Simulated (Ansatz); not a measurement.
The system is SnO2.

```
Sn O
1.0
     1.61709    0.93363    4.80059
    -1.61709    0.93363    4.80059
     0.00000   -1.86726    4.80059
Sn O
1 2
Direct
  0.50000 0.50000 0.50000
  0.76283 0.76283 0.76283
  0.23717 0.23717 0.23717
```

Measurements of this composition are mostly on another form, of space group No. 136.

Program: Ansatz 0.2.0. Alike in all runs: task band structure; potentials or basis Ansatz PAW; cell as given.

**Question.** Order these runs on this cell by their pressure, lowest first.
A. level PBEsol; spin SOC, no magnetisation; k mesh 7 × 7 × 7; cutoff (eV) 420; smearing fermi-dirac 0.05 eV; points for each segment of the path 14
B. level LDA; spin off; k mesh 10 × 10 × 10; cutoff (eV) 420; smearing fixed; level lda; run kind scf
C. level r2SCAN; spin SOC, no magnetisation; k mesh 7 × 7 × 7; cutoff (eV) 500; smearing fermi-dirac 0.05 eV; points for each segment of the path 14
D. level BLYP; spin off; k mesh 10 × 10 × 10; cutoff (eV) 420; smearing fermi-dirac 0.05 eV; points for each segment of the path 14

**Answer.** B (-9.1 GPa), C (-7.2 GPa), A (-5.2 GPa), D (3.7 GPa).

Caveats: the PAW data sets come from PBE, with cores solved anew for the run's functional, which leaves a small shift of forces and pressure; the potentials were made for another functional, which shifts forces and pressure (some runs).

Not every run made on this cell is shown here.
